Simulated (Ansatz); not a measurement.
The system is TiCo.

```
Co Ti
1.0
     2.98611    0.00000    0.00000
     0.00000    2.98611    0.00000
     0.00000    0.00000    2.98611
Co Ti
1 1
Direct
  0.50000 0.50000 0.50000
  0.00000 0.00000 0.00000
```

The cell comes from a database or a generator and needn't be the stable form of this composition.

- Program: Ansatz 0.2.0
- Task: relaxation of cell and atoms
- Functional: BLYP
- Potentials or basis: all-electron LAPW, scalar-relativistic
- Basis error allowed: 0.001 eV/atom
- k mesh: 9 × 9 × 9
- Occupations: fermi-dirac, width 0.05 eV
- Spin: collinear spin, ferromagnetic start
- Starting moments: [2.0, 1.0] μB

At the start: volume 13.31 Å³/atom.

Question: Where does the relaxation end?

Answer: Over 4 steps the energy falls by 5.8 meV/atom and the volume is 13.71 Å³/atom (+3.0 %); space group Pm-3m (No. 221, to 0.05 Å); moment 0.84 μB per cell.

The path:
```csv
step,energy change (eV),largest force (eV/Å),volume (Å³)
1,0.0000,0.0000,26.63
2,-0.0115,0.0000,27.36
3,-0.0115,0.0000,27.42
4,-0.0115,0.0000,27.42
```

Final structure:
```
Co Ti
1.0
     3.01553    0.00000    0.00000
     0.00000    3.01553    0.00000
     0.00000    0.00000    3.01553
Co Ti
1 1
Direct
  0.50000 0.50000 0.50000
  0.00000 0.00000 0.00000
```
